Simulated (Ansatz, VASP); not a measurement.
One calculation of GaN, two programs

```
CELL_PARAMETERS angstrom
0.00000 2.25350 2.25350
2.25350 0.00000 2.25350
2.25350 2.25350 0.00000
ATOMIC_POSITIONS crystal
Ga 0.96672 0.96672 0.03328
N 0.75000 0.75000 0.75000
```

Alike in both runs: task single point; functional PBEsol; k mesh 10 × 10 × 10; occupations gaussian, width 0.05 eV; no spin polarisation.

```csv
,VASP,Ansatz
version,VASP 6.6.1,Ansatz 0.2.0
potentials or method,"VASP PAW PBE potentials, release 64 (Ga_d, N)","scalar-relativistic, plane waves, PAW"
plane-wave cutoff (eV),520,420
valence electrons in the cell,18,18
```

Ansatz gave:

```
gap on the k mesh at the Fermi level (eV)       : 1.45
least direct gap on the mesh (eV)               : 1.45
pressure (GPa)                                  : 1.1
largest component of the traceless stress (GPa) : 8.65
rms of the force components (eV/Å)              : 1.022
```

**Question.** Estimate VASP's values.

**Answer.** gap on the k mesh at the Fermi level (eV): 1.47; least direct gap on the mesh (eV): 1.47; pressure (GPa): 0.9; largest component of the traceless stress (GPa): 8.41; rms of the force components (eV/Å): 1.007.

Atom by atom the forces differ by 0.015 eV/Å (rms over components). The functional is the same, so the differences come from potentials, cutoffs and numerics.

Caveats: the PAW data sets were made with another functional, which shifts forces and pressure a little (VASP).
